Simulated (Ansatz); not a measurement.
## Vibrational response of NaCl at 9 GPa

These are results of Ansatz, DFT PBEsol, scalar-relativistic, plane waves, PAW, not measurements. Plane waves to 420 eV; Γ-centred k mesh 8×8×8; fixed occupations. No spin polarisation. Phonons by linear response, acoustic sum rule imposed.

The cell, relaxed at 9 GPa:
```xyz
2
Lattice="0.0000 2.6104 2.6104 2.6104 0.0000 2.6104 2.6104 2.6104 0.0000" Properties=species:S:1:pos:R:3 pbc="T T T"
Na    0.0000    0.0000    0.0000
Cl    2.6104    2.6104    2.6104
```

Optical modes at Γ (transverse, no macroscopic field); i marks an imaginary frequency:
```csv
frequency (THz),degeneracy,IR intensity of the level ((D/Å)²/amu)
7.85,3,5.20
```

All 3 optical modes at Γ are real: no displacement of atoms at fixed cell lowers the energy to second order. Strains and modes at other wave vectors aren't tested by this run.

- Electronic dielectric constant ε∞ (principal values): 2.77
- Static dielectric constant ε0 (principal values): 4.3
- Refractive index √ε∞, mean: 1.66
- Kohn–Sham gap on the mesh: 5.95 eV

Born effective charges (e):
| atom | Z*xx | Z*yy | Z*zz | mean |
| --- | --- | --- | --- | --- |
| Na (atom 1) | 1.02 | 1.02 | 1.02 | 1.02 |
| Cl (atom 2) | -1.02 | -1.02 | -1.02 | -1.02 |